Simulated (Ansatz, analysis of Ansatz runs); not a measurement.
# Migration in LaOF (R-3m): V_O hop (2.9 Å), charge +2

Aim: the barrier of one jump in LaOF (R-3m) at charge +2: V_O hop (2.9 Å). The model is a cell of 36 host atoms with 1 O taken out; O is the atom that moves.

Calculated with Ansatz 0.2.0; plane-wave PAW DFT, PBEsol; nudged elastic band between two relaxed defect structures at fixed charge in a uniform background.

Report form: the programs' logs are mostly left out.

### 1. Starting point

The cell holds 35 atoms: 12 La, 11 O and 12 F. Its edges and angles: a = 8.026 Å, b = 12.040 Å, c = 7.079 Å, α = 73.5°, β = 73.5°, γ = 60.0°. It derives from LaOF (space group R-3m). Nearest the centre at fractional (0.500, 0.500, 0.999): O10 at 1.45 Å, La8 at 1.90 Å, La25 at 1.90 Å, O9 at 3.19 Å, O15 at 3.19 Å, O22 at 3.19 Å, O27 at 3.19 Å, F28 at 3.27 Å. The cell carries charge +2.

The cell's shortest repeat is 7.1 Å.

### 2. Relaxation of the start point, charge +2

A barrier is counted from a minimum, so both ends are relaxed first. Small random displacements break the symmetry of the ideal sites, so that the defect can distort if it gains by it. The charge of +2 is set by the electron count, and a uniform background keeps the cell neutral.

File qp2.start/input.yaml:

```yaml
crystal:
  lattice:
    - [-4.01323028, 6.95111876, 0.0]
    - [-12.03969085, 0.0, 0.0]
    - [-2.00661514, 1.15851979, 6.68937331]
  atoms:
    - { symbol: La, position: [0.12912111, 0.08608074, 0.22527337] }
    - { symbol: La, position: [0.37087889, 0.2472526, 0.77472663] }
    - { symbol: O, position: [0.1884472, 0.12563147, 0.86931681] }
    - { symbol: O, position: [0.3115528, 0.20770187, 0.13068319] }
    - { symbol: F, position: [0.06449263, 0.04299509, 0.6130442] }
    - { symbol: F, position: [0.43550737, 0.29033824, 0.3869558] }
    - { symbol: La, position: [0.12912111, 0.41941407, 0.22527337] }
    - { symbol: La, position: [0.37087889, 0.58058593, 0.77472663] }
[... 23 atom lines left out ...]
    - { symbol: O, position: [0.6884472, 0.79229813, 0.86931681] }
    - { symbol: O, position: [0.8115528, 0.87436853, 0.13068319] }
    - { symbol: F, position: [0.56449263, 0.70966176, 0.6130442] }
    - { symbol: F, position: [0.93550737, 0.95700491, 0.3869558] }
total_charge: 2
basis:
  ecutwfc: 420
  xc_grid: 2
hamiltonian:
  xc: pbesol
kpoints:
  mp_grid: { grid: [1, 1, 1] }
scf:
  occupations: { method: fixed }
  max_iter: 60
output:
  forces: true
relax:
  f_tol: 0.015
  max_steps: 70
  random_displacement: { amplitude: 0.03, seed: 7079 }
```

On the command line:

```console
$ ansatz run input.yaml --threads 4 --pin off --max-ram 7536MiB --backend cpu --events-out ev --progress --plain --runs-dir out
```

Run time: 28 s. Hardware: 4 threads of Arm Neoverse V1, shared host; peak memory 0.69 GiB.

Relaxation path:

```
step  energy less that of the first step (eV)  largest force component (eV/Å)
   1                                   0.0000                          2.8669
   2                                  -1.7298                          0.7558
   3                                  -2.1083                          0.2914
   4                                  -2.0858                          0.4059
   5                                  -2.1678                          0.1549
   6                                  -2.1731                          0.0730
   7                                  -2.1761                          0.0355
   8                                  -2.1771                          0.0144
   9                                  -2.1771                          0.0144
```

Relaxation step 4 was tried and not accepted.

The atoms that moved most (Å, from the sites as typed, ahead of the random displacement, the mean shift of all atoms taken out):

```
atom      dx      dy      dz  length
 F11   0.005  -0.245   0.183   0.306
 F28  -0.211   0.128   0.168   0.298
La25  -0.003   0.008   0.274   0.274
 F34   0.180   0.119   0.108   0.241
 O22  -0.167  -0.117  -0.105   0.229
 O10  -0.003   0.186  -0.127   0.225
 O27   0.151  -0.088  -0.125   0.215
La20   0.160   0.129  -0.034   0.208
```

Final coordinates:

```xyz
35
Lattice="-4.0132 6.9511 0.0000 -12.0397 0.0000 0.0000 -2.0066 1.1585 6.6894" Properties=species:S:1:pos:R:3 pbc="T T T"
La   -1.9782    1.1898    1.4976
La   -6.0147    3.4698    5.2172
O    -3.9710    2.3690    5.8202
O    -4.0316    2.3090    0.8785
F    -1.9780    1.1804    4.0948
F    -6.0893    3.3941    2.7158
La   -5.9839    1.1728    1.4773
La  -10.0816    3.3023    5.1407
O    -8.0554    2.3050    5.8062
O    -8.0281    2.5064    0.7478
F    -6.0132    0.9172    4.2853
F   -10.0475    3.4549    2.6181
La  -10.0378    1.1635    1.4501
La  -14.0384    3.5190    5.1624
O   -12.0332    2.2929    5.7929
O   -12.0325    2.3282    0.8465
F   -10.0404    1.1250    4.0585
F   -13.9964    3.5006    2.5848
La   -3.9961    4.6401    1.5100
La   -7.8647    7.0835    5.1498
O    -6.0039    5.7934    5.8080
O    -6.1855    5.6792    0.7701
F    -4.0168    4.6177    4.0778
F    -8.0187    7.0026    2.6241
La   -8.0277    4.6462    1.7821
La  -12.1753    7.0180    5.1174
O    -9.8804    5.7087    0.7498
F    -8.2357    4.7661    4.2698
F   -11.9967    7.0096    2.4971
La  -12.0083    4.6397    1.4818
La  -16.0813    6.9039    5.1709
O   -14.0396    5.8283    5.8148
O   -14.0627    5.7715    0.8655
F   -11.8586    4.7572    4.2099
F   -16.0886    6.9471    2.5343
```

Neighbours of O10 at the end:

```
atom  distance (Å)
 La8         2.325
La25         2.377
La13         2.517
 La7         2.547
  F6         2.902
  O9         2.903
 F12         2.911
 O15         2.929
```

Numbers from this step:

* free energy: -89803.9606 eV
* largest move from the ideal geometry of this structure, a common shift of the far atoms taken out: 0.3314 Å

The relaxation gained 2.177 eV and ended with a largest force component of 0.014 eV/Å.

### 3. Relaxation of the end point, charge +2

The end point is relaxed in the same cell and settings, so that the two energies compare.

File qp2.end/input.yaml:

```yaml
crystal:
  lattice:
    - [-4.01323028, 6.95111876, 0.0]
    - [-12.03969085, 0.0, 0.0]
    - [-2.00661514, 1.15851979, 6.68937331]
  atoms:
    - { symbol: La, position: [0.12912111, 0.08608074, 0.22527337] }
    - { symbol: La, position: [0.37087889, 0.2472526, 0.77472663] }
[... 3 atom lines left out ...]
    - { symbol: F, position: [0.43550737, 0.29033824, 0.3869558] }
[... 1 atom line left out ...]
    - { symbol: La, position: [0.37087889, 0.58058593, 0.77472663] }
    - { symbol: O, position: [0.1884472, 0.4589648, 0.86931681] }
    - { symbol: O, position: [0.688649, 0.459099, -0.131895] }
[... 1 atom line left out ...]
    - { symbol: F, position: [0.43550737, 0.62367158, 0.3869558] }
[... 2 atom lines left out ...]
    - { symbol: O, position: [0.1884472, 0.79229813, 0.86931681] }
[... 4 atom lines left out ...]
    - { symbol: La, position: [0.87087889, 0.2472526, 0.77472663] }
[... 1 atom line left out ...]
    - { symbol: O, position: [0.8115528, 0.20770187, 0.13068319] }
[... 2 atom lines left out ...]
    - { symbol: La, position: [0.62912111, 0.41941407, 0.22527337] }
[... 1 atom line left out ...]
    - { symbol: O, position: [0.8115528, 0.5410352, 0.13068319] }
    - { symbol: F, position: [0.56449263, 0.37632842, 0.6130442] }
[... 5 atom lines left out ...]
    - { symbol: F, position: [0.56449263, 0.70966176, 0.6130442] }
    - { symbol: F, position: [0.93550737, 0.95700491, 0.3869558] }
total_charge: 2
basis:
  ecutwfc: 420
  xc_grid: 2
hamiltonian:
  xc: pbesol
kpoints:
  mp_grid: { grid: [1, 1, 1] }
scf:
  occupations: { method: fixed }
  max_iter: 60
output:
  forces: true
relax:
  f_tol: 0.015
  max_steps: 70
  random_displacement: { amplitude: 0.03, seed: 7079 }
```

Elapsed: 31 s, on 4 threads; peak memory 0.69 GiB; 1.9 min of CPU time.

Relaxation path:

```
step  energy less that of the first step (eV)  largest force component (eV/Å)
   1                                   0.0000                          3.0281
   2                                  -1.8625                          0.7435
   3                                  -2.2572                          0.3087
   4                                  -2.1617                          0.6802
   5                                  -2.3230                          0.1332
   6                                  -2.3269                          0.1719
   7                                  -2.3334                          0.0359
   8                                  -2.3333                          0.0260
   9                                  -2.3334                          0.0359
  10                                  -2.3333                          0.0260
  11                                  -2.3340                          0.0090
```

Relaxation steps 4, 8, 10 were tried and not accepted.

The atoms that moved most (Å, from the sites as typed, ahead of the random displacement, the mean shift of all atoms taken out):

```
atom      dx      dy      dz  length
 F29  -0.005   0.249  -0.184   0.310
 F12   0.213  -0.129  -0.168   0.300
 La8   0.002  -0.009  -0.275   0.275
  F6  -0.180  -0.120  -0.102   0.239
 O15   0.167   0.119   0.105   0.230
 O10   0.003  -0.183   0.134   0.227
  O9  -0.152   0.089   0.124   0.216
La13  -0.162  -0.129   0.034   0.210
```

Neighbours of O10 at the end:

```
atom  distance (Å)
La25         2.326
 La8         2.379
La20         2.516
La26         2.545
 O27         2.901
 F34         2.902
 F28         2.911
 O22         2.927
```

Read from the output:

* free energy: -89803.9609 eV
* largest move from the ideal geometry of this structure, a common shift of the far atoms taken out: 0.3356 Å

The relaxation gained 2.334 eV and ended with a largest force component of 0.0090 eV/Å. The end lies within 1 meV of the start.

### 4. Nudged elastic band, charge +2

5 movable images are laid between the ends on a pair-potential path, which keeps atoms from colliding in the first guess. Each image feels the true force across the path and a spring force along it. The highest image is set to climb to the top of the path.

This step: plane-wave PAW DFT, PBEsol; nudged elastic band between two relaxed defect structures at fixed charge in a uniform background.

File qp2.neb/input.yaml:

```yaml
crystal:
  lattice:
    - [-4.01323028, 6.95111876, 0.0]
    - [-12.03969085, 0.0, 0.0]
    - [-2.00661514, 1.15851979, 6.68937331]
  atoms:
    - { symbol: La, position: [0.1338584, 0.08237642, 0.22387393] }
    - { symbol: La, position: [0.36918329, 0.24652618, 0.77993077] }
    - { symbol: O, position: [0.19579679, 0.11954858, 0.87005929] }
    - { symbol: O, position: [0.31028761, 0.20954473, 0.13133323] }
    - { symbol: F, position: [0.06778631, 0.03967579, 0.61213469] }
    - { symbol: F, position: [0.42061224, 0.29790263, 0.40598737] }
    - { symbol: La, position: [0.131908, 0.41623574, 0.22083718] }
    - { symbol: La, position: [0.34699562, 0.59361741, 0.76849338] }
    - { symbol: O, position: [0.18694342, 0.46209627, 0.86797339] }
    - { symbol: O, position: [0.34194199, 0.53419012, 0.11178743] }
    - { symbol: F, position: [0.02518378, 0.3842859, 0.64061057] }
    - { symbol: F, position: [0.43179652, 0.62537107, 0.39138039] }
    - { symbol: La, position: [0.13125579, 0.75384684, 0.2167711] }
    - { symbol: La, position: [0.37763454, 0.9115063, 0.77172878] }
    - { symbol: O, position: [0.18552543, 0.79329165, 0.86598327] }
    - { symbol: O, position: [0.31385414, 0.87369243, 0.12653775] }
    - { symbol: F, position: [0.06073065, 0.71258489, 0.60670268] }
    - { symbol: F, position: [0.4391977, 0.95172511, 0.38639901] }
    - { symbol: La, position: [0.62990493, 0.08432168, 0.22572855] }
    - { symbol: La, position: [0.89074304, 0.22800979, 0.76984493] }
    - { symbol: O, position: [0.68874391, 0.12438611, 0.86824237] }
    - { symbol: O, position: [0.79783458, 0.22862543, 0.1151157] }
    - { symbol: F, position: [0.56271946, 0.04445663, 0.60958628] }
    - { symbol: F, position: [0.94203362, 0.28663217, 0.3922744] }
    - { symbol: La, position: [0.624007, 0.41436187, 0.26641249] }
    - { symbol: La, position: [0.8821264, 0.58972237, 0.76500413] }
    - { symbol: O, position: [0.80257933, 0.53444393, 0.11208612] }
    - { symbol: F, position: [0.57927519, 0.3845708, 0.63829263] }
    - { symbol: F, position: [0.94619294, 0.61881919, 0.37328955] }
    - { symbol: La, position: [0.63056238, 0.75028553, 0.22151165] }
    - { symbol: La, position: [0.86436835, 0.91873806, 0.77299821] }
    - { symbol: O, position: [0.69359093, 0.79003328, 0.86926121] }
    - { symbol: O, position: [0.80873815, 0.87688449, 0.12937866] }
    - { symbol: F, position: [0.57948579, 0.68690641, 0.62933751] }
    - { symbol: F, position: [0.93628038, 0.96106093, 0.3788594] }
total_charge: 2
basis:
  ecutwfc: 420
  xc_grid: 2
hamiltonian:
  xc: pbesol
kpoints:
  mp_grid: { grid: [1, 1, 1] }
scf:
  occupations: { method: fixed }
  max_iter: 60
output:
  forces: true
neb:
  images: 5
  f_tol: 0.03
  climbing: true
  initial_path: idpp
  max_iterations: 45
  order_check: false
  final_atoms:
    - { symbol: La, position: [0.13846455, 0.07951234, 0.22454819] }
    - { symbol: La, position: [0.37233186, 0.24797378, 0.77601155] }
[... 3 atom lines left out ...]
    - { symbol: F, position: [0.42308936, 0.31126357, 0.36918619] }
[... 1 atom line left out ...]
    - { symbol: La, position: [0.37879698, 0.58391126, 0.73112113] }
    - { symbol: O, position: [0.20051396, 0.46376332, 0.88529345] }
    - { symbol: O, position: [0.66133561, 0.46390554, -0.1144109] }
[... 1 atom line left out ...]
    - { symbol: F, position: [0.42350925, 0.61344088, 0.35935071] }
    - { symbol: La, position: [0.1119966, 0.77035051, 0.22773412] }
[... 1 atom line left out ...]
    - { symbol: O, position: [0.2052444, 0.76949983, 0.88246707] }
[... 6 atom lines left out ...]
    - { symbol: O, position: [0.81717165, 0.20500896, 0.13129556] }
[... 2 atom lines left out ...]
    - { symbol: La, position: [0.65582459, 0.40455258, 0.22899958] }
[... 1 atom line left out ...]
    - { symbol: O, position: [0.81578693, 0.53612126, 0.12950723] }
    - { symbol: F, position: [0.57130147, 0.37269695, 0.6063078] }
[... 5 atom lines left out ...]
    - { symbol: F, position: [0.58211588, 0.70035318, 0.59158835] }
    - { symbol: F, position: [0.93503924, 0.95863461, 0.38570312] }
```

Run time: 3 min. Hardware: 4 threads; peak memory 1.9 GiB.

Images along the path:

```
image  path (Å)  energy (eV)       O10: x, y, z (Å)
    0     0.000       0.0000   -8.028, 2.506, 0.748
    1     0.461       0.1447   -8.022, 2.796, 0.525
    2     0.923       0.4279   -8.035, 3.136, 0.266
    3     1.384       0.5592  -8.079, 3.482, -0.004
    4     1.853       0.4263  -8.106, 3.834, -0.279
    5     2.322       0.1462  -8.072, 4.175, -0.541
    6     2.790      -0.0003  -8.010, 4.464, -0.765
```

Read from the output:

```yaml
free_energy: -89803.4014 eV
barrier_forward: 0.5592 eV
barrier_backward: 0.5595 eV
end_less_start: -2.85e-4 eV
hop_length: 2.475 Å
```

Track of the atom that was set to move:

```
image   x (Å)  y (Å)   z (Å)  nearest neighbour  distance (Å)
    0  -8.028  2.506   0.748                 La         2.325
    1  -8.022  2.796   0.525                 La         2.253
    2  -8.035  3.136   0.266                 La         2.191
    3  -8.079  3.482  -0.004                 La         2.168
    4  -8.106  3.834  -0.279                 La         2.191
    5  -8.072  4.175  -0.541                 La         2.252
    6   -8.01  4.464  -0.765                 La         2.326
```

The band met its tolerance of 0.03 eV/Å after 7 iterations, with image 3 on top (the start counts as 0). O10, which moves farthest between the ends, has 4 La at 2.33 to 2.55 Å nearest at the start and 2 La at 2.17 Å at the top.

### 5. Single point at the start point, HSE06

A whole band with exact exchange would cost too much, so three single points on the path found stand in. The start is shown; top and end are run alike.

This step: plane-wave PAW DFT, HSE06; single point of a defect supercell on a structure of the PBEsol path.

File qp2.start.hse06/input.yaml:

```yaml
crystal:
  lattice:
    - [-4.01323028, 6.95111876, 0.0]
    - [-12.03969085, 0.0, 0.0]
    - [-2.00661514, 1.15851979, 6.68937331]
  atoms:
    - { symbol: La, position: [0.1338584, 0.08237642, 0.22387393] }
    - { symbol: La, position: [0.36918329, 0.24652618, 0.77993077] }
[... 3 atom lines left out ...]
    - { symbol: F, position: [0.42061224, 0.29790263, 0.40598737] }
[... 1 atom line left out ...]
    - { symbol: La, position: [0.34699562, 0.59361741, 0.76849338] }
    - { symbol: O, position: [0.18694342, 0.46209627, 0.86797339] }
    - { symbol: O, position: [0.34194199, 0.53419012, 0.11178743] }
[... 1 atom line left out ...]
    - { symbol: F, position: [0.43179652, 0.62537107, 0.39138039] }
    - { symbol: La, position: [0.13125579, 0.75384684, 0.2167711] }
[... 1 atom line left out ...]
    - { symbol: O, position: [0.18552543, 0.79329165, 0.86598327] }
[... 6 atom lines left out ...]
    - { symbol: O, position: [0.79783458, 0.22862543, 0.1151157] }
[... 2 atom lines left out ...]
    - { symbol: La, position: [0.624007, 0.41436187, 0.26641249] }
[... 1 atom line left out ...]
    - { symbol: O, position: [0.80257933, 0.53444393, 0.11208612] }
    - { symbol: F, position: [0.57927519, 0.3845708, 0.63829263] }
[... 5 atom lines left out ...]
    - { symbol: F, position: [0.57948579, 0.68690641, 0.62933751] }
    - { symbol: F, position: [0.93628038, 0.96106093, 0.3788594] }
total_charge: 2
basis:
  ecutwfc: 420
  xc_grid: 2
hamiltonian:
  xc: hse06
kpoints:
  mp_grid: { grid: [1, 1, 1] }
scf:
  occupations: { method: fixed }
  max_iter: 60
output:
  forces: true
  eigenvalues: true
checkpoint:
  write: "../qp2.start.hse06.run"
  compress: false
  write_wavefunctions: false
  write_every: 100000
```

Elapsed: 97 s, on 4 threads; peak memory 1.2 GiB; 5.2 min of CPU time.

Read from the output:

```
free energy : -91089.0082 eV
```

### 6. Barrier from single points, HSE06

Analysis of the runs above: barrier from HSE06 single points on the PBEsol path.

It gives:

```yaml
barrier_forward: 0.5933 eV
barrier_backward: 0.5937 eV
end_less_start: -4.68e-4 eV
```

This gives 0.593 eV against the band's 0.559 eV.

[end of part 1 of 2]

[Logs are printed without paths, hosts, clocks, repeated set-up lines and the standing remarks that a program may print on its own settings, such as how far it seeks lower states.]

[Hosts, paths, dates, database ids (printed as entryN), source tags and the programs' standing remarks are cut or masked in the printed files.]
